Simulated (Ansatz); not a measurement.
Te: field gradients at two levels of theory

Cell: a COD entry, its atoms then relaxed with PBE in this cell.

```
Te
1.0
     4.45800    0.00000    0.00000
    -2.22900    3.86074    0.00000
     0.00000    0.00000    5.92500
Te
3
Direct
  0.72535 0.00000 0.33333
  0.00000 0.72535 0.66667
  0.27465 0.27465 0.00000
```

Sites (sets of like atoms) are named by element and the number of their first atom in this list.

First run. Level of theory: DFT, PBE, plane waves and PAW, scalar-relativistic, 420 eV cutoff, Γ-centred 8×8×5 k-points, Fermi–Dirac smearing 0.05 eV (Ansatz 0.2.0).

| site | atom | V_zz (10²¹ V/m²) | η |
| --- | --- | --- | --- |
| Te | 1 | -53.1 | 0.30 |

Second run. The same atoms and settings, except that the functional is r2SCAN and the cutoff is 500 eV.

(1) Given the first result, estimate the second.

Answers

(1) 

| site | atom | V_zz | η | change of V_zz |
| --- | --- | --- | --- | --- |
| Te | 1 | -56.8 | 0.31 | -3.76 |

The largest change of V_zz is on Te, from -53.1 to -56.8.

Without spin–orbit coupling the gradients at and beside Te can be off by some per cent, at some sites by more.
